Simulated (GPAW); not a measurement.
# GaP (F-43m) in GPAW: settings compared, part 2 of 2

GPAW 26.7.0.

### 6 Single point, PBE

The input, run.py:

```python
from ase.dft.bandgap import bandgap
from ase.io import read, write
from ase.units import GPa
from gpaw import GPAW, PW

atoms = read('GaP.xyz')

calc = GPAW(mode=PW(600),
            xc='PBE',
            kpts={'size': (8, 8, 8), 'gamma': True},
            occupations={'name': 'methfessel-paxton', 'order': 0, 'width': 0.011},
            nbands=11,
            convergence={'density': 1e-05, 'energy': 1e-05},
            maxiter=150,
            txt='gpaw.txt')
atoms.calc = calc
energy = atoms.get_potential_energy()
forces = atoms.get_forces()
stress = atoms.get_stress()
calc.write('gs.gpw')
write('result.traj', atoms)
print(f'Energy: {energy:.6f} eV')
print('Forces (eV/A):')
print(forces.round(4))
print('Stress (GPa):', (stress / GPa).round(3))
print('Fermi level:', round(calc.get_fermi_level(), 4), 'eV')
print(f'Gap: {bandgap(calc)[0]:.4f} eV, direct: {bandgap(calc, direct=True)[0]:.4f} eV')
```

The input, GaP.xyz:

```xyz
2
Lattice="0.0000000000 2.7252500000 2.7252500000 2.7252500000 0.0000000000 2.7252500000 2.7252500000 2.7252500000 0.0000000000" Properties=species:S:1:pos:R:3 pbc="T T T"
Ga     0.0000000000      0.0000000000      0.0000000000
P      4.0878750000      4.0878750000      4.0878750000
```

Potentials or basis: GPAW PAW data sets (gpaw-data 1.2.1), pw.

Command:

```console
> OMP_NUM_THREADS=1 python run.py
```

gpaw.txt:

```text
__  _  _
 | _ |_)|_||  |
 |__||  | ||/\| - 26.7.0

Input parameters:
  mode=PW(ecut=600.0),
  convergence={'density': 1e-05, 'energy': 1e-05},
  kpts=MonkhorstPack(size=(8, 8, 8), gamma=True),
  maxiter=150,
  nbands=11,
  occupations=Occupations(name='methfessel-paxton', order=0, width=0.011),
  xc=XC(name='PBE')

Diagonalizing LCAO Hamiltonian
Converting LCAO to pw mode

                    P

       Ga

Atoms  # Å, Bohr magnetons
|   | symbol |        x |        y |        z |    initial magnetic moments |
|---|--------|----------|----------|----------|-----------------------------|
| 0 |     Ga | 0.000000 | 0.000000 | 0.000000 | ( 0.0000,  0.0000,  0.0000) |
| 1 |      P | 4.087875 | 4.087875 | 4.087875 | ( 0.0000,  0.0000,  0.0000) |

Unit cell  # Å
| periodic |        x |        y |        z |  lengths |    angles |
|----------|----------|----------|----------|----------|-----------|
|      yes | 0.000000 | 2.725250 | 2.725250 | 3.854086 | 60.000000 |
|      yes | 2.725250 | 0.000000 | 2.725250 | 3.854086 | 60.000000 |
|      yes | 2.725250 | 2.725250 | 0.000000 | 3.854086 | 60.000000 |

Number of symmetries: 24
Symmetry operations  # r_c * U_cc + t_c -> r_c
|    | kind |            matrix            |
|----|------|------------------------------|
|  0 |  E   |  1, 0, 0,  0, 1, 0,  0, 0, 1 |
|  1 |  σ   |  1, 0, 0,  0, 0, 1,  0, 1, 0 |
|  2 |  σ   |  1, 0,-1,  0, 1,-1,  0, 0,-1 |
|  3 |  C3  |  1, 0,-1,  0, 0,-1,  0, 1,-1 |
|  4 |  C3  |  1,-1, 0,  0,-1, 1,  0,-1, 0 |
|  5 |  σ   |  1,-1, 0,  0,-1, 0,  0,-1, 1 |
|  6 |  σ   |  0, 1, 0,  1, 0, 0,  0, 0, 1 |
|  7 |  C3  |  0, 1, 0,  0, 0, 1,  1, 0, 0 |
|  8 |  C2  |  0, 1,-1,  1, 0,-1,  0, 0,-1 |
|  9 |  S4  |  0, 1,-1,  0, 0,-1,  1, 0,-1 |
| 10 |  C3  |  0, 0, 1,  1, 0, 0,  0, 1, 0 |
| 11 |  σ   |  0, 0, 1,  0, 1, 0,  1, 0, 0 |
| 12 |  S4  |  0, 0,-1,  1, 0,-1,  0, 1,-1 |
| 13 |  C3  |  0, 0,-1,  0, 1,-1,  1, 0,-1 |
| 14 |  S4  |  0,-1, 1,  1,-1, 0,  0,-1, 0 |
| 15 |  C2  |  0,-1, 1,  0,-1, 0,  1,-1, 0 |
| 16 |  C3  |  0,-1, 0,  1,-1, 0,  0,-1, 1 |
| 17 |  S4  |  0,-1, 0,  0,-1, 1,  1,-1, 0 |
| 18 |  S4  | -1, 1, 0, -1, 0, 1, -1, 0, 0 |
| 19 |  C3  | -1, 1, 0, -1, 0, 0, -1, 0, 1 |
| 20 |  C3  | -1, 0, 1, -1, 1, 0, -1, 0, 0 |
| 21 |  S4  | -1, 0, 1, -1, 0, 0, -1, 1, 0 |
| 22 |  σ   | -1, 0, 0, -1, 1, 0, -1, 0, 1 |
| 23 |  C2  | -1, 0, 0, -1, 0, 1, -1, 1, 0 |

BZ-sampling:
  Number of BZ points: 512
  Number of IBZ points: 29

  Monkhorst-Pack size: [8, 8, 8]
  Monkhorst-Pack shift: [0.0625, 0.0625, 0.0625]

[... 79 lines left out ...]
    |------|--------|-------------|----------|
    |   3s |  2.000 |     -13.968 |    0.953 |
    |   3p |  3.000 |      -5.506 |    0.953 |
    |    s |        |      13.244 |    0.953 |
    |    p |        |      21.705 |    0.953 |
    |    d |        |       0.000 |    0.953 |

    Using partial waves for P as LCAO basis

Reference energy: -62187.585188  # eV

eigensolver:
  PPCG
  Converge bands: occupied
  niter=2

density mixing:
  MSR1-Mixer
  Pratt-step length: 0.05
  Maximum mixing coefficient: 0.75
  Old densities: 10
  SVD Regularization: 0.005
  Good broyden scale: 1.0
  Trust region scale: 1.0
  Backstep threshold: 4.0
  History deletion threshold: 6.0
  Fourier metric: weight=20.0, sigma=0.015

occupation numbers:
  Methfessel-Paxton:
    width: 0.0110  # eV
    order: 0

poisson solver:
  ecut: 4800.0  # eV

xc functional:
  name: PBE with 2 nearest neighbor stencil

convergence criteria:
- Maximum integral of absolute [dens]ity change: 1e-05 electrons / valence electron
- Maximum [total energy] change in last 3 cyles: 1e-05 eV / valence electron
- Maximum integral of absolute [eigenst]ate change: 4e-08 eV^2 / valence electron
maximum number of iterations: 150

SCF iterations
|iter     | |      energy | eigst |  dens |
|---------|-|-------------|-------|-------|
|iter:   1| |   -9.218766 | -0.28 |       |
|iter:   2| |   -9.184672 | -2.34 | -0.84 |
|iter:   3| |   -9.036027 | -1.89 | -0.87 |
|iter:   4| |   -9.037229 | -3.46 | -1.52 |
|iter:   5| |   -9.037524 | -4.34 | -2.05 |
|iter:   6| |   -9.037562 | -5.62 | -2.79 |
|iter:   7| |   -9.037562c| -7.21 | -3.80 |
|iter:   8| |   -9.037562c| -7.58c| -4.36 |
|iter:   9| |   -9.037562c| -8.64c| -5.35c|

Converged in 9 steps
Energy contributions relative to reference atoms: (reference = -62187.585188)

Energy contributions:
  Kinetic:          24.590039
  Coulomb:         -21.584473
  Zero:              0.014661
  External:          0.000000
  Xc:              -12.057789
  Entropy:           0.000000
  Spinorbit:         0.000000
  ----------------------------
  Free energy:      -9.037562
  Extrapolated:     -9.037562

dipole moment: (-10.829216, -10.829216, -10.829216)  # |e|*Ang

Fermi level: 5.492
Eigenvalues  # (at kpt = [0.000, 0.000, 0.000])
| band index |      eig [eV] | occ [0-2] |
|------------|---------------|-----------|
|          0 |        -7.509 |     2.000 |
|          1 |         4.954 |     2.000 |
|          2 |         4.954 |     2.000 |
|          3 |         4.954 |     2.000 |
|          4 |         6.848 |     0.000 |
|          5 |         8.885 |     0.000 |
|          6 |         8.885 |     0.000 |
|          7 |         8.885 |     0.000 |
|          8 |        13.831 |     0.000 |
|          9 |        14.653 |     0.000 |
|         10 |        14.653 |     0.000 |

Gap: 1.668 eV
Transition (v -> c):
  (s=0, k=0, n=3, [0.00, 0.00, 0.00]) -> (s=0, k=24, n=4, [0.50, 0.50, 0.00])
Direct/indirect transitions are different
Direct gap: 1.895 eV
Transition at: (s=0, k=0, n=3, [0.00, 0.00, 0.00])

Forces  # eV/Ang
|        x |        y |        z |
|----------|----------|----------|
| -0.00000 | -0.00000 | -0.00000 |  # Ga   0
| -0.00000 | -0.00000 |  0.00000 |  # P    1

Stress tensor  # eV/Ang^3
|         x |         y |         z |
|-----------|-----------|-----------|
| -0.028378 |  0.000000 | -0.000000 |
|  0.000000 | -0.028378 |  0.000000 |
| -0.000000 |  0.000000 | -0.028378 |

# Writing to gs.gpw (mode='')
```

It took 10 s on 1 thread of Arm Neoverse V1, shared host; peak memory 0.15 GiB.

What came out:

- Free energy: -9.0376 eV
- Pressure: 4.5 GPa
- Band gap on the k mesh: 1.67 eV, indirect (least direct gap 1.89 eV)

### 7 The runs side by side

| task | level | potentials or basis | cell | smearing | eigensolver | optimizer | fmax | max steps | convergence | gap on the mesh (eV) | pressure (GPa) |
| --- | --- | --- | --- | --- | --- | --- | --- | --- | --- | --- | --- |
| relaxation of cell and atoms | BLYP+D4 | PAW data sets generated in the run's folder for this functional, pw | relaxed | fermi-dirac 0.05 eV | davidson | LBFGS | 0.02 eV/Å | 40 | density=1e-05 forces=0.0001 | 1.66 | 0.0 |
| single point | PBE | GPAW PAW data sets (gpaw-data 1.2.1), pw | as given | gaussian 0.029 eV | - | - | - | - | - | 1.67 | 4.5 |
| single point | PBE | GPAW PAW data sets (gpaw-data 1.2.1), pw | as given | gaussian 0.03 eV | - | - | - | - | - | 1.67 | 4.5 |
| single point | PBEsol | PAW data sets generated in the run's folder for this functional, pw | as given | gaussian 0.05 eV | - | - | - | - | - | 1.53 | 1.5 |
| single point | PBE | GPAW PAW data sets (gpaw-data 1.2.1), pw | as given | gaussian 0.011 eV | - | - | - | - | - | 1.67 | 4.5 |

Alike in all rows: no spin polarisation; k mesh 8 × 8 × 8; cutoff (eV) 600.

Caveats: later steps reuse the first step's grids (some runs).

Total energies depend on the potentials used, so only differences within one code and one set of settings carry meaning.

### 8 Against experiment

Step 3. Measured gap of GaP: 2.34 eV (indirect; 10 K; quoted in “Stacking defects in GaP nanowires: Electronic structure and optical properties”, 2018, arxiv:1810.01194). This calculation gives 1.67 eV (-0.67 eV). Spin-orbit coupling on Ga is left out. The value is that of PBE on a finite k mesh, which can miss the band edges, without temperature or zero-point motion. Semilocal functionals fall short of measured gaps as a rule.

Step 4. Against the measured gap of GaP, 2.34 eV (indirect; 10 K; quoted in “Stacking defects in GaP nanowires: Electronic structure and optical properties”, 2018, arxiv:1810.01194), the calculated 1.67 eV is off by -0.67 eV. Spin-orbit coupling on Ga is left out. The value is that of PBE on a finite k mesh, which can miss the band edges, without temperature or zero-point motion. Semilocal functionals fall short of measured gaps as a rule.

Step 5. Measured gap of GaP: 2.34 eV (indirect; 10 K; quoted in “Stacking defects in GaP nanowires: Electronic structure and optical properties”, 2018, arxiv:1810.01194). This calculation gives 1.53 eV (-0.81 eV). Spin-orbit coupling on Ga is left out. The value is that of PBEsol on a finite k mesh, which can miss the band edges, without temperature or zero-point motion. Semilocal functionals fall short of measured gaps as a rule.

Step 6. Measured gap of GaP: 2.34 eV (indirect; 10 K; quoted in “Stacking defects in GaP nanowires: Electronic structure and optical properties”, 2018, arxiv:1810.01194). This calculation gives 1.67 eV (-0.67 eV). Spin-orbit coupling on Ga is left out. The value is that of PBE on a finite k mesh, which can miss the band edges, without temperature or zero-point motion. Semilocal functionals fall short of measured gaps as a rule.
